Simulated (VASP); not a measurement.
Write the native input for VASP 6.6.1 that does the following.

```yaml
Task: single point
Functional: r2SCAN
Potentials_or_basis: VASP PAW PBE potentials, release 64 (K_sv, I)
Cutoff: 520 eV
k_mesh: 6 × 6 × 6
Occupations: gaussian, width 0.05 eV
Spin: no spin polarisation
Dipole_correction: no
Further_INCAR_settings: ALGO = Normal; EDIFF = 1e-06; NBANDS = 15
```

Crystal: KI.

```xyz
2
Lattice="0.0000 3.1402 4.4402 3.1402 0.0000 4.4402 3.1402 3.1402 0.0000" Properties=species:S:1:pos:R:3 pbc="T T T"
K     0.0000    0.0000    0.0000
I     3.1402    3.1402    4.4402
```

Measurements of this composition are mostly on another form, of space group No. 225.

One way to write it, as run:

POSCAR

```
KI
1.0
    0.0000000000      3.1401751524      4.4402076655
    3.1401751524      0.0000000000      4.4402076655
    3.1401751524      3.1401751524      0.0000000000
K I
1 1
Direct
    0.0000000000      0.0000000000      0.0000000000
    0.5000000000      0.5000000000      0.5000000000
```

INCAR.step1

```
PREC = Accurate
ENCUT = 520
ISMEAR = 0
SIGMA = 0.05
LREAL = F
LASPH = T
NELM = 100
NBANDS = 15
GGA = PE
ALGO = Normal
EDIFF = 1E-4
LWAVE = T
LCHARG = F
```

INCAR.step2

```
PREC = Accurate
ENCUT = 520
EDIFF = 1E-6
ISMEAR = 0
SIGMA = 0.05
LREAL = F
LASPH = T
NELM = 100
ALGO = Normal
ISIF = 2
LWAVE = F
LCHARG = F
METAGGA = R2SCAN
LMIXTAU = T
NBANDS = 15
ISTART = 1
```

KPOINTS

```
regular mesh
0
Gamma
  6 6 6
```

Potentials or basis: VASP PAW PBE potentials, release 64 (K_sv, I).

The run is started by

```bash
$ cat potpaw_PBE.64/K_sv/POTCAR potpaw_PBE.64/I/POTCAR > POTCAR
$ cp INCAR.step1 INCAR
$ mpirun -np 1 vasp_std > vasp.out
$ cp INCAR.step2 INCAR
$ mpirun -np 1 vasp_std > vasp.out
```

It gave:

| Item | Value |
| --- | --- |
| Pressure | 4.4 GPa |
| Band gap on the k mesh | 4.22 eV, direct |

Caveat: the PAW data sets were made with another functional, which shifts forces and pressure a little; spin-orbit coupling is left out, which moves the levels of the heavy elements.

It took 74 s on 1 thread of Intel(R) Xeon(R) 6975P-C (Granite Rapids), with other jobs on the host, peak memory 0.25 GiB.
